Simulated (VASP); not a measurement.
Wanted: the native input for a VASP 6.6.1 run.

| Property | Result |
| --- | --- |
| Task | relaxation of cell and atoms |
| Functional | PBE |
| Potentials or basis | VASP PAW PBE potentials, release 64 (Si, Ge_d) |
| Cutoff | 520 eV |
| k mesh | 4 × 4 × 4 |
| Occupations | gaussian, width 0.15 eV |
| Spin | no spin polarisation |
| Further INCAR settings | PREC = Normal; ALGO = Fast; EDIFF = 0.0001; IBRION = 2; EDIFFG = -0.08; NSW = 24; ISIF = 3 |

The structure of SiGe3 lies in POSCAR:

```
SiGe3
1.0
   -2.8000000000      2.8000000000      5.6000000000
    2.8000000000     -2.8000000000      5.6000000000
    2.8000000000      2.8000000000     -5.6000000000
Si Ge
2 6
Direct
    0.0000000000      0.0000000000      0.0000000000
    0.7500000000      0.2500000000      0.5000000000
    0.6250000000      0.6250000000      0.5000000000
    0.5000000000      0.5000000000      0.0000000000
    0.1250000000      0.1250000000      0.5000000000
    0.3750000000      0.8750000000      0.0000000000
    0.8750000000      0.3750000000      0.0000000000
    0.2500000000      0.7500000000      0.5000000000
```

The cell was built by a generator and needn't be a form met in nature.

The input as run:

INCAR

```
PREC = Normal
ENCUT = 520
EDIFF = 1E-4
ISMEAR = 0
SIGMA = 0.15
LREAL = F
LASPH = T
NELM = 60
ALGO = Fast
ISIF = 3
LWAVE = F
LCHARG = F
GGA = PE
IBRION = 2
NSW = 24
EDIFFG = -0.08
```

KPOINTS

```
Automatic mesh
0
Gamma
  4 4 4
```

Potentials or basis: VASP PAW PBE potentials, release 64 (Si, Ge_d).

Launch:

```console
$ cat potpaw_PBE.64/Si/POTCAR potpaw_PBE.64/Ge_d/POTCAR > POTCAR
$ mpirun -np 1 vasp_std > vasp.out
```

It gave:

| Property | Result |
| --- | --- |
| Relaxed volume | 22.77 Å³/atom |
| Relaxed cell | a = 6.941 Å, b = 6.941 Å, c = 6.941 Å, α = 131.79°, β = 131.79°, γ = 70.56° |
| Space group after relaxing (to 0.05 Å) | I-42d (No. 122) |
| Energy gained by relaxing | 14.2 meV/atom |
| Ionic steps | 9 |
| Pressure after relaxing | 0.5 GPa |
| Largest force after relaxing | 0.069 eV/Å |
| Band gap on the k mesh | 0.38 eV, indirect (least direct gap 0.50 eV) |

Caveat: the relaxation stopped at a loose force limit of 0.08 eV/Å, so its end isn't a converged minimum.

Wall time 9.6 min on 1 thread of Intel(R) Xeon(R) Platinum 8375C CPU @ 2.90GHz (Ice Lake) (shared host), peak memory 0.3 GiB.
